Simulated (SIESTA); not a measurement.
Set up this calculation in SIESTA 5.4.2, as the native input.

```
Task                : single point
Functional          : PBE
Potentials or basis : PseudoDojo 0.4 standard (PBE files)
Basis               : DZP (energy shift 0.002 Ry)
Grid cutoff         : 500 Ry
Energy shift        : 0.002 Ry
k mesh              : 7 × 7 × 7
Occupations         : fermi-dirac, width 0.05 eV
Spin                : no spin polarisation
```

Crystal: TePb.

```xyz
2
Lattice="0.0000 3.2310 3.2310 3.2310 0.0000 3.2310 3.2310 3.2310 0.0000" Properties=species:S:1:pos:R:3 pbc="T T T"
Pb    0.0106   -0.0407    0.0002
Te    3.2265    3.2207    3.2776
```

The cell isn't the ideal one: atoms moved at random, drawn with an rms of 0.05 Å.

One way to write it, as run:

TePb.fdf

```
SystemName                      TePb
SystemLabel                     TePb
NumberOfSpecies                 2
NumberOfAtoms                   2
%block ChemicalSpeciesLabel
  1  82 Pb
  2  52 Te
%endblock ChemicalSpeciesLabel
%include structure.fdf

%block kgrid.MonkhorstPack
    7   0   0  0.0
    0   7   0  0.0
    0   0   7  0.0
%endblock kgrid.MonkhorstPack
XC.Functional                   GGA
XC.Authors                      PBE
PAO.BasisSize                   DZP
PAO.EnergyShift                 0.002 Ry
Mesh.Cutoff                     500 Ry
OccupationFunction              FD
ElectronicTemperature           0.05 eV
MaxSCFIterations                120
SCF.MustConverge                false
SCF.Mixer.Method                Pulay
SCF.Mixer.Weight                0.25
SCF.Mixer.History               8
SCF.DM.Tolerance                5.0e-05
SCF.H.Tolerance                 1.0e-03 eV
WriteForces                     true
Charge.Mulliken                 end
```

structure.fdf

```
LatticeConstant                 1.0 Ang
%block LatticeVectors
     0.0000000000     3.2310000000     3.2310000000
     3.2310000000     0.0000000000     3.2310000000
     3.2310000000     3.2310000000     0.0000000000
%endblock LatticeVectors
AtomicCoordinatesFormat         Fractional
%block AtomicCoordinatesAndAtomicSpecies
    -0.0079100000     0.0079720000    -0.0046860000  1  Pb
     0.5063260000     0.5081060000     0.4904920000  2  Te
%endblock AtomicCoordinatesAndAtomicSpecies
```

Potentials or basis: PseudoDojo 0.4 standard (PBE files), DZP (energy shift 0.002 Ry).

Run with:

```bash
$ siesta TePb.fdf > TePb.out 2>&1
```

It gave:

| Item | Value |
| --- | --- |
| Pressure | 3.0 GPa |
| Largest force | 0.063 eV/Å |
| Band gap on the k mesh | 1.05 eV, direct |

Caveat: semicore shells carry a single zeta, which can move pressures by several GPa and volumes by a few percent; spin-orbit coupling is left out, which as a rule narrows the gap of such compounds by several tenths of an eV; an odd mesh through Γ misses points on the zone boundary, where band edges often lie; the basis of atomic orbitals isn't converged, which shifts pressures, moduli and gaps.

Run time: 25 s on 1 thread of Arm Neoverse V2, on a shared host, peak memory 0.26 GiB.
